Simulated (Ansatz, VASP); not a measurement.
## P: VASP beside Ansatz

File INCAR:

```
  ALGO = Normal
  EDIFF = 1E-7
  ENCUT = 520
  GGA = RE
  ISIF = 2
  ISMEAR = -1
  LASPH = T
  LCHARG = F
  LREAL = F
  LWAVE = F
  NBANDS = 14
  NELM = 60
  PREC = Accurate
  SIGMA = 0.1
```

Contents of KPOINTS:

```
k-points
0
Gamma
  9 9 14
```

POSCAR

```
P
1.0
    4.4119849935      0.0000000000      0.0000000000
   -2.2059924968      3.8208910854      0.0000000000
    0.0000000000      0.0000000000      2.4852534062
P
3
Direct
    0.0000000000      0.0000000000      0.0000000000
    0.3333333333      0.6666666667      0.5000000000
    0.6666666667      0.3333333333      0.5000000000
```

Input for Ansatz:

```yaml
crystal:
  lattice:
    - [4.4119849935, 0.0, 0.0]
    - [-2.2059924968, 3.8208910854, 0.0]
    - [0.0, 0.0, 2.4852534062]
  atoms:
    - { symbol: P, position: [0.0, 0.0, 0.0] }
    - { symbol: P, position: [0.3333333333, 0.6666666667, 0.5] }
    - { symbol: P, position: [0.6666666667, 0.3333333333, 0.5] }
hamiltonian:
  xc: revpbe
  pseudopotentials:
    kind: paw
    azcp:
      P: "pseudopotentials/P.paw.azcp"
basis:
  ecutwfc: 420
  fft_grid_basis: typed
kpoints:
  mp_grid: { grid: [9, 9, 14], shift: [0, 0, 0] }
magnetization:
  spin_polarized: false
scf:
  occupations: { method: fermi_dirac, width: 0.1 }
  lower_state_search: "off"
output:
  stress: true
  write_density: true
  write_potential: true
  elf: true
  volumetric_format: npy
```

Alike in both runs: task single point; functional revPBE; k mesh 9 × 9 × 14; occupations fermi-dirac, width 0.1 eV; no spin polarisation.

```csv
,VASP,Ansatz
version,VASP 6.6.1,Ansatz 0.2.0
potentials or method,"VASP PAW PBE potentials, release 64 (P)","plane waves (420 eV) with PAW, scalar-relativistic"
plane-wave cutoff (eV),520,420
valence electrons in the cell,15,15
```

|  | VASP | Ansatz | Ansatz less VASP |
| --- | --- | --- | --- |
| pressure (GPa) | 3.4 | 4.0 | +0.54 |
| largest component of the traceless stress (GPa) | 0.35 | 0.27 | -0.082 |

Caveats: the PAW data sets were made with another functional, which shifts forces and pressure a little (VASP).
